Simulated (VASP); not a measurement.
A run of VASP 6.6.1:

Contents of INCAR:

```
SYSTEM = SrO
  PREC = Accurate
  ENCUT = 520
  EDIFF = 1E-6
  ISMEAR = 0
  SIGMA = 0.05
  LREAL = .False.
  LASPH = .True.
  NELM = 60
  ALGO = Normal
  ISIF = 2
  LWAVE = .False.
  LCHARG = .False.
  GGA = PE
  NBANDS = 15
```

KPOINTS

```
Automatic mesh
0
Gamma
  8 8 8
  0 0 0
```

File POSCAR:

```
SrO
1.0
    0.0454543558      2.5973917585      2.5973917585
    2.5973917585      0.0454543558      2.5973917585
    2.6428461143      2.6428461143      0.0000000000
Sr O
1 1
Direct
    0.0000000000      0.0000000000      0.0000000000
    0.5000000000      0.5000000000      0.5000000000
```

Potentials or basis: VASP PAW PBE potentials, release 64 (Sr_sv, O).

Launch:

```console
$ cat potpaw_PBE.64/Sr_sv/POTCAR potpaw_PBE.64/O/POTCAR > POTCAR
$ mpirun -np 1 vasp_std > vasp.out
```

Hardware: 1 thread of AMD EPYC 9R45 (Zen 5), with other jobs on the host.

Q: How long does it take, and how much memory?

A: It took 27 s on 1 thread of AMD EPYC 9R45 (Zen 5) (shared host), peak memory 0.16 GiB. Counts: scf iterations 13, k points 95.
